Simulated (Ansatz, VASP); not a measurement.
# Two plane-wave programs on Ga2As3

File INCAR:

```
SYSTEM = Ga2As3
ALGO = Normal
EDIFF = 1E-6
EDIFFG = -0.01
ENCUT = 600
GGA = PE
IBRION = 2
ISIF = 3
ISMEAR = 0
LASPH = .True.
LCHARG = .False.
LREAL = .False.
LWAVE = .False.
NELM = 100
NSW = 100
PREC = Accurate
SIGMA = 0.1
```

Contents of KPOINTS:

```
k-points
0
Gamma
  8 8 8
  0 0 0
```

POSCAR

```
Ga2As3
1.0
    4.9604551645      0.0000000000      0.0000000000
    0.0000000000      4.9604551645      0.0000000000
    0.0000000000      0.0000000000      4.9604551645
Ga As
2 3
Direct
    0.0000000000      0.0000000000      0.0000000000
    0.5000000000      0.5000000000      0.5000000000
    0.0000000000      0.5000000000      0.5000000000
    0.5000000000      0.0000000000      0.5000000000
    0.5000000000      0.5000000000      0.0000000000
```

Input for Ansatz:

```yaml
crystal:
  lattice:
    - [4.9604551645, 0.0, 0.0]
    - [0.0, 4.9604551645, 0.0]
    - [0.0, 0.0, 4.9604551645]
  atoms:
    - { symbol: Ga, position: [0.0, 0.0, 0.0] }
    - { symbol: Ga, position: [0.5, 0.5, 0.5] }
    - { symbol: As, position: [0.0, 0.5, 0.5] }
    - { symbol: As, position: [0.5, 0.0, 0.5] }
    - { symbol: As, position: [0.5, 0.5, 0.0] }
basis:
  ecutwfc: 420
kpoints:
  mp_grid: { grid: [8, 8, 8] }
hamiltonian:
  xc: pbe
scf:
  occupations: { method: gaussian, width: 0.1 }
output:
  forces: true
  stress: true
  eigenvalues: true
relax:
  adjacent_minimum: "off"
  f_tol: 0.01
  max_steps: 80
  cell: { stress_tol: 0.05 }
```

Alike in both runs: task relaxation of cell and atoms; functional PBE; k mesh 8 × 8 × 8; occupations gaussian, width 0.1 eV; no spin polarisation.

|  | VASP | Ansatz |
| --- | --- | --- |
| version | VASP 6.6.1 | Ansatz 0.2.0 |
| potentials or method | VASP PAW PBE potentials, release 64 (Ga_d, As) | scalar-relativistic, plane waves, PAW |
| plane-wave cutoff (eV) | 600 | 420 |
| valence electrons in the cell | 41 | 71 |

```tsv
	VASP	Ansatz	Ansatz less VASP
gap on the k mesh at the Fermi level, each at its own relaxed structure (eV)	none	none	-
relaxed volume (Å³/atom)	24.69	24.65	-0.042
relaxed cell length with the largest relative difference (Å)	4.979	4.976	-0.0028
```

A gap of «none» marks a metal or a gap that the smearing closes. The two sets of potentials don't hold the same shells in valence.
